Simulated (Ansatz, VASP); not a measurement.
## SnSe in VASP and in Ansatz

INCAR

```
SYSTEM = SnSe
PREC = Accurate ; ENCUT = 520
EDIFF = 1E-6 ; ISMEAR = -1
SIGMA = 0.02 ; LREAL = .FALSE.
LASPH = .TRUE. ; NELM = 80
ALGO = Fast ; ISIF = 2
LWAVE = .FALSE. ; LCHARG = .FALSE.
GGA = PE ; NBANDS = 17
```

KPOINTS

```
regular mesh
0
G
  8 8 8
  0 0 0
```

POSCAR

```
SnSe
1.0
    0.0000000000      2.8312929131      2.8312929131
    2.8312929131      0.0000000000      2.8312929131
    2.8312929131      2.8312929131      0.0000000000
Sn Se
1 1
Direct
    0.0000000000      0.0000000000      0.0000000000
    0.5000000000      0.5000000000      0.5000000000
```

Input for Ansatz:

```yaml
crystal:
  lattice:
    - [0.0, 2.8312929131, 2.8312929131]
    - [2.8312929131, 0.0, 2.8312929131]
    - [2.8312929131, 2.8312929131, 0.0]
  atoms:
    - { symbol: Sn, position: [0.0, 0.0, 0.0] }
    - { symbol: Se, position: [0.5, 0.5, 0.5] }
kpoints:
  mp_grid: { grid: [8, 8, 8] }
  band_path:
    path:
      - [0.0, 0.0, 0.0]
      - [0.5, 0.0, 0.5]
      - [0.625, 0.25, 0.625]
      - [0.375, 0.375, 0.75]
      - [0.5, 0.5, 0.5]
      - [0.5, 0.25, 0.75]
      - [0.5, 0.475, 0.525]
      - [0.0, 0.195964, -0.195313]
      - [-0.079997, -0.041097, 0.463298]
    npoints: 1
hamiltonian:
  xc: pbe
scf:
  occupations: { method: fermi_dirac, width: 0.02 }
  n_extra_bands: 4
output:
  forces: true
  stress: true
  eigenvalues: true
```

Change from the starting cell: hydrostatic strain -5.7%.

Alike in both runs: task single point; functional PBE; k mesh 8 × 8 × 8; occupations fermi-dirac, width 0.02 eV; no spin polarisation.

|  | VASP | Ansatz |
| --- | --- | --- |
| version | VASP 6.6.1 | Ansatz 0.2.0 |
| potentials or method | VASP PAW PBE potentials, release 64 (Sn_d, Se) | plane waves, PAW |
| plane-wave cutoff (eV) | 520 | 420 |
| valence electrons in the cell | 20 | 30 |

|  | VASP | Ansatz | Ansatz less VASP |
| --- | --- | --- | --- |
| pressure (GPa) | 15.3 | 15.3 | -0.06 |

The two sets of potentials don't hold the same shells in valence.

Caveats: so large a pressure means that the cell lies far from this level's equilibrium, or that cutoff or potentials fall short (VASP); spin-orbit coupling is left out, which moves the levels of the heavy elements. A k mesh can miss the band edges.
